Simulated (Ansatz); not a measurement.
## A series in volume per atom on Hf

Equation of state of a cubic crystal from periodic Kohn-Sham density functional theory without spin; pressure corrected for the finite basis. The results are calculated, by Ansatz 0.2.0 development build.

Cell of the first row (space group Fm-3m, No. 225):
```
cell vectors (Å)
   0.0000     2.1814     2.1814
   2.1814     0.0000     2.1814
   2.1814     2.1814     0.0000
atoms (fractions of the cell vectors)
Hf  0.00000  0.00000  0.00000
```

Settings of every row: formula Hf; structure type fcc; functional r2SCAN; spin treatment none; k mesh 13x13x13; occupation method fermi-dirac; occupation width 0.1 eV; wave cutoff 700 eV; datasets hard PAW; density cutoff ratio 4; xc grid level 2.

Limits: a cubic model structure, not a phase known at ambient conditions; pseudopotentials made with PBE, not this functional; the SCF threshold is loose for a stress in some rows; no spin-orbit coupling, which can matter with elements this heavy.

```
row  volume per atom (Å³)  pressure (GPa)  energy above lowest point (meV/atom)
  1                20.761            9.16                                 44.16
  2                21.438               ?                                     ?
  3                22.115           1.604                                  0.07
  4                22.792          -1.506                                     0
  5                23.469          -4.262                                  12.3
```

Question: what pressure and energy above lowest point should row 2 give?

Worked fit of pressure. Take u = (V_r/V)^(2/3) − 1 with V_r = 22.453 Å³ an atom, which is twice the finite (Eulerian) strain; such expansions in the strain, on which the Birch-Murnaghan equation of state is built, carry the rest volume and the bulk modulus. The shown rows have u = 0.05362, 0.01016, -0.00994, -0.02907. Least squares give pressure = 0.0016 + 155.103 × u + 292.57 × u² GPa; a straight line predicts inner rows, each left out in turn, worse (root mean square 0.3 against 0.011 GPa). The rows lie off it by 0.001, -0.004, 0.005, -0.002 (root mean square 0.0034 GPa). The pressure vanishes at u = -0.0000, or V = 22.45 Å³ an atom, and there the bulk modulus at fixed shape and fractions is B = −V dP/dV = (2/3)(1 + u) dP/du = 103 GPa. The withheld row has u = 0.03132, so the fit gives 0.0016 + 155.103 × (0.03132) + 292.57 × (0.03132)² = 5.146 GPa.

The calculation gave 5.133 GPa. The fit lies 0.013 GPa (0.097 % of the column's range) above it; its largest miss of a shown row is 0.005 GPa.

Worked fit of energy above lowest point. Take u = (V_r/V)^(2/3) − 1 with V_r = 22.453 Å³ an atom, which is twice the finite (Eulerian) strain; such expansions in the strain, on which the Birch-Murnaghan equation of state is built, carry the rest volume and the bulk modulus. The shown rows have u = 0.05362, 0.01016, -0.00994, -0.02907. Least squares give energy above lowest point = −1.573 − 8.66 × u + 16071.8 × u² meV/atom; a straight line predicts inner rows, each left out in turn, worse (root mean square 17 against 0.21 meV/atom). The rows lie off it by -0.01, 0.07, -0.10, 0.04 (root mean square 0.064 meV/atom). Its lowest point lies at u = 0.0003, or V = 22.44 Å³ an atom, and the curvature there gives the bulk modulus at fixed shape and fractions, B = (4/9)(1 + u)² E″(u)/V = 102 GPa. The withheld row has u = 0.03132, so the fit gives −1.573 − 8.66 × (0.03132) + 16071.8 × (0.03132)² = 13.92 meV/atom.

The calculation gave 14.14 meV/atom. The fit lies 0.22 meV/atom (1.6 % of the value, 0.5 % of the column's range) below it; its largest miss of a shown row is 0.10 meV/atom.
